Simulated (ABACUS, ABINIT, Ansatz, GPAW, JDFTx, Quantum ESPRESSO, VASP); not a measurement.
## W: programs and potentials compared

```xyz
1
Lattice="-1.5823 1.5823 1.5823 1.5823 -1.5823 1.5823 1.5823 1.5823 -1.5823" Properties=species:S:1:pos:R:3 pbc="T T T"
W     0.0000    0.0000    0.0000
```

Alike in all runs: task single point; functional PBE; k mesh 12 × 12 × 12; occupations fermi-dirac, width 0.05 eV; no spin polarisation; no spin-orbit coupling. Pressure is positive in compression and, in plane waves, holds the error of the finite cutoff, which Ansatz's Pulay term estimates and takes out.

```csv
program and potentials,plane-wave cutoff (eV),notes,band gap (eV),pressure (GPa)
"Ansatz, all-electron LAPW, scalar-relativistic",-,-,no gap,5.90
"Quantum ESPRESSO, SSSP 1.3 efficiency PBE",748,-,no gap,6.08
"Ansatz, Ansatz PAW (earlier soft set)",420,Pulay term of +0.10 GPa included,no gap,5.89
"ABACUS, PseudoDojo NC SR 0.4.1 PBE standard, plane waves",1007,-,no gap,5.97
"GPAW, GPAW PAW data sets (gpaw-data 1.2.1)",600,-,no gap,5.57
"ABINIT, JTH PAW PBE v2.0",435,-,?,?
"JDFTx, PseudoDojo-SR-PBE-0.5-standard",1007,-,no gap,5.92
"VASP, PBE PAW files W_sv, 520 eV",520,-,no gap,6.43
```

Question: Estimate from the other rows what the run with ABINIT, JTH PAW PBE v2.0 gave.

Answer: No band gap; pressure 5.33 GPa. The other rows, which needn't bracket it: pressure 5.57 to 6.43.
